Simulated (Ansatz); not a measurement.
**Two Ansatz runs on PbO**

The cell was built from the rocksalt type and relaxed in the same program; it needn't be a known or the stable phase. The listed cell was then made from it by scaling, straining or moving an atom.

First run: DFT, PBE, PAW with Ansatz's default frozen-core files, scalar-relativistic (Ansatz 0.2.0).

Command: `ansatz run input.yaml --threads 1 --pin off --max-ram 2048MiB --backend cpu --events-out ev --progress --plain --runs-dir out` The run took 4 s on 1 thread of Arm Neoverse V1, on a shared host, peak memory 0.37 GiB.

```yaml
crystal:
  lattice:
    - [0.0, 2.6057063822, 2.6057063822]
    - [2.6057063822, 0.0, 2.6057063822]
    - [2.6057063822, 2.6057063822, 0.0]
  atoms:
    - { symbol: Pb, position: [0.0, 0.0, 0.0] }
    - { symbol: O, position: [0.5, 0.5, 0.5] }
kpoints:
  mp_grid: { grid: [12, 12, 12] }
scf:
  occupations: { method: fermi_dirac, width: 0.05 }
hamiltonian:
  xc: pbe
  pseudopotentials: { kind: paw }
output:
  forces: true
  stress: true
  eigenvalues: true
  efg: { contact_densities: true }
```

Result: converged; pressure 2.83 GPa; gap on the k mesh 0.46 eV; 6 SCF iterations.

No spin–orbit coupling, which matters for the heavy atoms here.

A second input differs as follows:

```diff
@@ -11,6 +11,7 @@
 scf:
   occupations: { method: fermi_dirac, width: 0.05 }
+  max_iter: 60
 hamiltonian:
-  xc: pbe
+  xc: lda+u
   pseudopotentials: { kind: paw }
 output:
```

Question: What is wrong with it, and what does the program do?

Answer: The fault is an unknown functional. The run refused before any iteration. The log ends:
```
14 | hamiltonian:
15 |   xc: lda+u
   |       ^ hamiltonian.xc: unknown variant `lda+u`, expected one of `lda`, `lda-pw`, `pw92`, `pbe`, `pbesol`, `rpbe`, `revpbe`, `blyp`, `pbe0`, `revpbe0`, `b3lyp`, `b3lyp5`, `hse06`, `wpbeh`, `hiss`, `lc_wpbe`, `cam_b3lyp`, `hf`, `r2scan`, `r2scanh`, `r2scan0`, `r2scan50`, `mr2scan`
16 |   pseudopotentials: { kind: paw }
17 | output:
   |
```
